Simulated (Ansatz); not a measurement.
# CuO (Cc): one cell, many starting occupations (series 2), part 2 of 2

Aim: start the open shells of CuO (Cc) from different occupation matrices at one fixed cell, and see in which states the SCF ends. Cell and atoms stay fixed.

Ansatz 0.2.0; DFT r²SCAN+U (U_eff = 2.5 eV on Cu d), plane waves, PAW. Earlier steps stand in the parts before.

### Step 5. Random orbitals: fully mixed, one electron fewer

input.yaml

```yaml
crystal:
  lattice:
    - [2.34464976, -1.71339982, 0.0]
    - [2.34464976, 1.71339982, 0.0]
    - [-0.86054991, 0.0, 5.05943948]
  atoms:
    - { symbol: Cu, position: [0.0032, 0.4968, 0.0], spin: 2.0 }
    - { symbol: Cu, position: [0.4968, 0.0032, 0.5], spin: -2.0 }
    - { symbol: O, position: [0.5714, 0.4056, 0.2537] }
    - { symbol: O, position: [0.4056, 0.5714, 0.7537] }
basis:
  ecutwfc: 500
  ecutrho_ratio: 4
kpoints:
  mp_grid: { grid: [7, 7, 4] }
hamiltonian:
  xc: r2scan
  hubbard:
    sites:
      - { site: 0, l: d, u_eff: 2.5, starting_ns: [{ spin: up, occupation_matrix: s0up }, { spin: down, occupation_matrix: s0down }] }
      - { site: 1, l: d, u_eff: 2.5, starting_ns: [{ spin: up, occupation_matrix: s1up }, { spin: down, occupation_matrix: s1down }] }
    occupation_matrices:
      s0up:
        matrix:
          - [0.97, 0.0, 0.0, 0.0, 0.0]
          - [0.0, 0.97, 0.0, 0.0, 0.0]
          - [0.0, 0.0, 0.97, 0.0, 0.0]
          - [0.0, 0.0, 0.0, 0.97, 0.0]
          - [0.0, 0.0, 0.0, 0.0, 0.97]
      s0down:
        matrix:
          - [0.51092, -0.2945, 0.32652, 0.09528, -0.15148]
          - [-0.2945, 0.59458, -0.05694, -0.01136, -0.35441]
          - [0.32652, -0.05694, 0.35723, -0.1713, -0.25969]
          - [0.09528, -0.01136, -0.1713, 0.92206, -0.06853]
          - [-0.15148, -0.35441, -0.25969, -0.06853, 0.56522]
      s1up:
        matrix:
          - [0.51092, -0.2945, 0.32652, 0.09528, -0.15148]
          - [-0.2945, 0.59458, -0.05694, -0.01136, -0.35441]
          - [0.32652, -0.05694, 0.35723, -0.1713, -0.25969]
          - [0.09528, -0.01136, -0.1713, 0.92206, -0.06853]
          - [-0.15148, -0.35441, -0.25969, -0.06853, 0.56522]
      s1down:
        matrix:
          - [0.97, 0.0, 0.0, 0.0, 0.0]
          - [0.0, 0.97, 0.0, 0.0, 0.0]
          - [0.0, 0.0, 0.97, 0.0, 0.0]
          - [0.0, 0.0, 0.0, 0.97, 0.0]
          - [0.0, 0.0, 0.0, 0.0, 0.97]
    ns_hold: until_converged
scf:
  occupations: { method: gaussian, width: 0.05 }
  lower_state_search: "off"
  max_iter: 150
output:
  forces: true
  stress: true
  eigenvalues: true
  populations: true
  hubbard: { sites: [{ site: 0, l: d }, { site: 1, l: d }] }
magnetization:
  spin_polarized: true
```

The typed matrices put 0.97 on the chosen orbitals and 0.02 on the others, and are held until the SCF converges, then released.

Run with:

```sh
> ansatz run input.yaml --threads 4 --pin off --max-ram 6144MiB --backend cpu --events-out ev --progress --plain --runs-dir out
```

The log of the run, shortened:

```text
Warning: crystal.symmetry: narrowed to the stabiliser of the occupation matrices — unitary ops 1 → 1, anti-unitary 1 → 0; lowered by the specified shells (site 0, l: d), (site 1, l: d); largest admitted image defect 4.4e-16, smallest excluded 7.1e-1 — at a splitting's scale: the group the [...]
Warning: RAYON_NUM_THREADS=4 ignored (pool sized by the plan → 4); use --threads N
Cu: projections on atomic orbitals take those of the free atom [Ne] 3s2 3p6 3d10 4s1, of charge +0.00 (hamiltonian.pseudopotentials.projection_atoms); the dataset's partial waves leave at most 2.0e-6 of an orbital's norm unspanned inside its sphere
O: projections on atomic orbitals take those of the free atom [He] 2s2 2p4, of charge +0.00 (hamiltonian.pseudopotentials.projection_atoms); the dataset's partial waves leave at most 1.9e-8 of an orbital's norm unspanned inside its sphere
[...]
Pseudopotentials: kind: paw
Pseudopotential: Cu, paw, valence charge 19, recommended cutoff 500 eV (meta_gga), Cu.paw.azcp
Pseudopotential: O, paw, valence charge 6, recommended cutoff 500 eV (meta_gga), O.paw.azcp
Functional definition: r2SCAN
[...]
Crystal: 4 atoms, lattice volume = 40.651 Å³
[...]
WARN: hamiltonian.hubbard: on 2 of 4 specified blocks the occupation matrix of this SCF's result fails the test of the specified filling. At site 0 ↓ (sites count from 0 in the list of atoms of the cell that this SCF solves) the least filled combination of the orbitals specified full has [...]
     3      O      7.0062     0.0097
  spilling = 0.004855 (of n_electrons = 50.000000)
--- Occupation matrices: 2 shells (run DFT+U table (all-electron-ortho-atomic); ε = 2.78e-3) ---
  Cu0 d_3D: site group C1 (1)
  Cu0 d_3D up     Tr n = 4.9490  λ = 0.979 0.983 0.995 0.996 0.996  [xy 0.70 A(1.00) | xz 0.51 A(1.00) | 3× z2 0.30 A(1.00)]
  Cu0 d_3D dn     Tr n = 4.3692  λ = 0.399 0.977 0.997 0.998 0.998  [xz 0.60 A(1.00) | xy 0.71 A(1.00) | 3× z2 0.30 A(1.00)]
  specified occupation → Cu0 d_3D up: matrix, ‖Δ‖_F = 0.0472, Tr Δ = -0.0990, displaced = 0.0495, d_λ = 0.0472; orbital distance = 0.0000
  specified occupation → Cu0 d_3D dn: matrix, ‖Δ‖_F = 1.3450, Tr Δ = -1.4192, displaced = 1.1271, d_λ = 1.0304; orbital distance = 1.7825
  Cu1 d_3D: site group C1 (1)
  Cu1 d_3D up     Tr n = 4.3692  λ = 0.399 0.977 0.997 0.998 0.998  [xz 0.60 A(1.00) | xy 0.71 A(1.00) | 3× z2 0.30 A(1.00)]
  Cu1 d_3D dn     Tr n = 4.9490  λ = 0.979 0.983 0.995 0.996 0.996  [xy 0.70 A(1.00) | xz 0.51 A(1.00) | 3× z2 0.30 A(1.00)]
  specified occupation → Cu1 d_3D up: matrix, ‖Δ‖_F = 1.2905, Tr Δ = -1.4192, displaced = 1.0788, d_λ = 1.0304; orbital distance = 1.3395
  specified occupation → Cu1 d_3D dn: matrix, ‖Δ‖_F = 0.0472, Tr Δ = -0.0990, displaced = 0.0495, d_λ = 0.0472; orbital distance = 0.0000
  Tr n, λ and their labels are of the run-group-symmetrised matrices; stabiliser: 2 of 4 elements of G0×{1,Θ} (closed), max defect 8.7e-6 at τ = 5.9e-4
```

Run time: 2 min. Hardware: 4 threads of Arm Neoverse N1, shared host; peak memory 0.64 GiB.

Result: a gap on the mesh of 0.89 eV, pressure 0.2 GPa, moments in spheres Cu 0.62, -0.62 μB, largest force component 0.67 eV/Å, 1 symmetry operation imposed. The program reports that the typed filling wasn't kept.

The shells' filling, with natural orbitals sorted by occupation:

```csv
shell,channel,electrons,over 0.8,0.2 to 0.8,under 0.2
Cu 3d (atom 1),up,4.95,5,0,0
Cu 3d (atom 1),down,4.37,4,1,0
Cu 3d (atom 2),up,4.37,4,1,0
Cu 3d (atom 2),down,4.95,5,0,0
```

### Step 6. Random orbitals: drawn by pairs, first filling

input.yaml: that of step 5 with these lines changed.

```diff
@@ -6,4 +6,4 @@
   atoms:
-    - { symbol: Cu, position: [0.0032, 0.4968, 0.0], spin: 2.0 }
-    - { symbol: Cu, position: [0.4968, 0.0032, 0.5], spin: -2.0 }
+    - { symbol: Cu, position: [0.0032, 0.4968, 0.0], spin: 1.0 }
+    - { symbol: Cu, position: [0.4968, 0.0032, 0.5], spin: -1.0 }
     - { symbol: O, position: [0.5714, 0.4056, 0.2537] }
@@ -31,14 +31,14 @@
         matrix:
-          - [0.51092, -0.2945, 0.32652, 0.09528, -0.15148]
-          - [-0.2945, 0.59458, -0.05694, -0.01136, -0.35441]
-          - [0.32652, -0.05694, 0.35723, -0.1713, -0.25969]
-          - [0.09528, -0.01136, -0.1713, 0.92206, -0.06853]
-          - [-0.15148, -0.35441, -0.25969, -0.06853, 0.56522]
+          - [0.97, 0.0, 0.0, 0.0, 0.0]
+          - [0.0, 0.97, 0.0, 0.0, 0.0]
+          - [0.0, 0.0, 0.97, 0.0, 0.0]
+          - [0.0, 0.0, 0.0, 0.02, 0.0]
+          - [0.0, 0.0, 0.0, 0.0, 0.97]
       s1up:
         matrix:
-          - [0.51092, -0.2945, 0.32652, 0.09528, -0.15148]
-          - [-0.2945, 0.59458, -0.05694, -0.01136, -0.35441]
-          - [0.32652, -0.05694, 0.35723, -0.1713, -0.25969]
-          - [0.09528, -0.01136, -0.1713, 0.92206, -0.06853]
-          - [-0.15148, -0.35441, -0.25969, -0.06853, 0.56522]
+          - [0.97, 0.0, 0.0, 0.0, 0.0]
+          - [0.0, 0.97, 0.0, 0.0, 0.0]
+          - [0.0, 0.0, 0.97, 0.0, 0.0]
+          - [0.0, 0.0, 0.0, 0.02, 0.0]
+          - [0.0, 0.0, 0.0, 0.0, 0.97]
       s1down:
```

The typed matrices put 0.97 on the chosen orbitals and 0.02 on the others, and are held until the SCF converges, then released.

Run with:

```sh
> ansatz run input.yaml --threads 4 --pin off --max-ram 6144MiB --backend cpu --events-out ev --progress --plain --runs-dir out
```

The log of the run, shortened:

```text
Warning: RAYON_NUM_THREADS=4 ignored (pool sized by the plan → 4); use --threads N
Cu: projections on atomic orbitals take those of the free atom [Ne] 3s2 3p6 3d10 4s1, of charge +0.00 (hamiltonian.pseudopotentials.projection_atoms); the dataset's partial waves leave at most 2.0e-6 of an orbital's norm unspanned inside its sphere
O: projections on atomic orbitals take those of the free atom [He] 2s2 2p4, of charge +0.00 (hamiltonian.pseudopotentials.projection_atoms); the dataset's partial waves leave at most 1.9e-8 of an orbital's norm unspanned inside its sphere
[...]
[... 4 set-up lines as earlier in the session ...]
[...]
Crystal: 4 atoms, lattice volume = 40.651 Å³
Basis set: ecut = 500 eV, 1035 PW (Γ), exchange–correlation on 96×96×160 points (64 copies of the dense FFT grid, shifted against one another)
[...]
WARN: hamiltonian.hubbard: on 2 of 4 specified blocks the occupation matrix of this SCF's result fails the test of the specified filling. At site 0 ↓ (sites count from 0 in the list of atoms of the cell that this SCF solves) the least filled combination of the orbitals specified full has [...]
  Cu0 d_3D: site group C1 (1)
  Cu0 d_3D up     Tr n = 4.9490  λ = 0.979 0.983 0.995 0.996 0.996  [2× xy 0.35 A(1.00) | 3× z2 0.30 A(1.00)]
  Cu0 d_3D dn     Tr n = 4.3692  λ = 0.399 0.977 0.997 0.998 0.998  [xz 0.60 A(1.00) | xy 0.71 A(1.00) | 3× z2 0.30 A(1.00)]
  specified occupation → Cu0 d_3D up: matrix, ‖Δ‖_F = 0.0472, Tr Δ = -0.0990, displaced = 0.0495, d_λ = 0.0472; orbital distance = 0.0000
  specified occupation → Cu0 d_3D dn: matrix, ‖Δ‖_F = 1.0988, Tr Δ = -0.4692, displaced = 0.7810, d_λ = 0.3825; orbital distance = 1.3675
  Cu1 d_3D: site group C1 (1)
  Cu1 d_3D up     Tr n = 4.3692  λ = 0.399 0.977 0.997 0.998 0.998  [xz 0.60 A(1.00) | xy 0.71 A(1.00) | 3× z2 0.30 A(1.00)]
  Cu1 d_3D dn     Tr n = 4.9490  λ = 0.979 0.983 0.995 0.996 0.996  [2× xy 0.35 A(1.00) | 3× z2 0.30 A(1.00)]
  specified occupation → Cu1 d_3D up: matrix, ‖Δ‖_F = 1.0988, Tr Δ = -0.4692, displaced = 0.7810, d_λ = 0.3825; orbital distance = 1.3675
  specified occupation → Cu1 d_3D dn: matrix, ‖Δ‖_F = 0.0472, Tr Δ = -0.0990, displaced = 0.0495, d_λ = 0.0472; orbital distance = 0.0000
  Tr n, λ and their labels are of the run-group-symmetrised matrices; stabiliser: 2 of 4 elements of G0×{1,Θ} (closed), max defect 3.2e-10 at τ = 2.0e-3
```

Run time: 2.2 min. Hardware: 4 threads of Arm Neoverse N1, shared host; peak memory 0.68 GiB.

It ends with a gap on the mesh of 0.89 eV, pressure 0.2 GPa, moments in spheres Cu 0.62, -0.62 μB, largest force component 0.67 eV/Å, 1 symmetry operation imposed. The program reports that the typed filling wasn't kept.

How the shells are filled (orbitals counted by the eigenvalues of the occupation matrices):

```
         shell  channel  electrons  over 0.8  0.2 to 0.8  under 0.2
Cu 3d (atom 1)       up       4.95         5           0          0
Cu 3d (atom 1)     down       4.37         4           1          0
Cu 3d (atom 2)       up       4.37         4           1          0
Cu 3d (atom 2)     down       4.95         5           0          0
```

### Step 7. Results

This closing draws on all 2 parts.

Energies count from the lowest free state and have the smearing extrapolated to zero.

| start | energy (meV/atom) | gap (eV) | pressure (GPa) | largest moment (μB) | SCF cycles | time |
| --- | --- | --- | --- | --- | --- | --- |
| natural orbitals of the symmetric run, filled by rank (earlier series) | 0.0 | 0.89 | 0.2 | 0.62 | 29 | 87 s |
| random orbitals: fully mixed, one electron fewer | 0.0 | 0.89 | 0.2 | 0.62 | 32 | 2 min |
| random orbitals: single harmonics, second filling | 0.0 | 0.89 | 0.2 | 0.62 | 26 | 82 s |
| random orbitals: single harmonics, first filling | 0.0 | 0.89 | 0.2 | 0.62 | 26 | 80 s |
| random orbitals: drawn by pairs, first filling | 0.0 | 0.89 | 0.2 | 0.62 | 41 | 2.2 min |
| random orbitals: fully mixed, first filling | 0.0 | 0.89 | 0.2 | 0.62 | 40 | 2.2 min |

The 6 free runs end within about 1 meV/atom of each other. The lowest state found need not be the ground state, and the geometry wasn't relaxed for any of them.
